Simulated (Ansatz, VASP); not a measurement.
One calculation of InH3, two programs

The input INCAR:

```
ALGO     = Normal         # electronic algorithm
EDIFF    = 1E-7           # SCF threshold, eV
ENCUT    = 520            # plane-wave cutoff, eV
GGA      = PE             # functional
ISIF     = 2              # what is computed and relaxed
ISMEAR   = 0              # smearing method
LASPH    = True           # aspherical terms in the spheres
LCHARG   = False          # write CHGCAR
LREAL    = False          # projectors in reciprocal space
LWAVE    = False          # write WAVECAR
NBANDS   = 16             # bands
NELM     = 80             # most SCF steps
PREC     = Accurate       # precision mode
SIGMA    = 0.1            # smearing width, eV
```

KPOINTS

```
k-points
0
Gamma
  6 6 6
```

The input POSCAR:

```
InH3
1.0
    3.4612646882      0.0000000000      0.0000000000
    0.0000000000      3.4612646882      0.0000000000
    0.0000000000      0.0000000000      3.4612646882
In H
1 3
Direct
    0.0000000000      0.0000000000      0.0000000000
    0.0000000000      0.5000000000      0.5000000000
    0.5000000000      0.0000000000      0.5000000000
    0.5000000000      0.5000000000      0.0000000000
```

Input for Ansatz:

```yaml
crystal:
  lattice:
    - [3.4612646882, 0.0, 0.0]
    - [0.0, 3.4612646882, 0.0]
    - [0.0, 0.0, 3.4612646882]
  atoms:
    - { symbol: In, position: [0.0, 0.0, 0.0] }
    - { symbol: H, position: [0.0, 0.5, 0.5] }
    - { symbol: H, position: [0.5, 0.0, 0.5] }
    - { symbol: H, position: [0.5, 0.5, 0.0] }
basis:
  ecutwfc: 420
kpoints:
  mp_grid: { grid: [6, 6, 6] }
hamiltonian:
  xc: pbe
scf:
  occupations: { method: gaussian, width: 0.1 }
  lower_state_search: "off"
output:
  forces: true
  stress: true
  eigenvalues: true
```

Alike in both runs: task single point; functional PBE; k mesh 6 × 6 × 6; occupations gaussian, width 0.1 eV; no spin polarisation.

|  | VASP | Ansatz |
| --- | --- | --- |
| version | VASP 6.6.1 | Ansatz 0.2.0 |
| potentials or method | VASP PAW PBE potentials, release 64 (In_d, H) | scalar-relativistic, plane waves, PAW |
| plane-wave cutoff (eV) | 520 | 420 |
| valence electrons in the cell | 16 | 16 |

Ansatz gave:

| Quantity | Value |
| --- | --- |
| gap on the k mesh at the Fermi level (eV) | none |
| pressure (GPa) | -7.0 |

Q: Estimate VASP's values.

A: gap on the k mesh at the Fermi level (eV): none; pressure (GPa): -7.1.

A gap of «none» marks a metal or a gap that the smearing closes. The functional is the same, so the differences come from potentials, cutoffs and numerics.
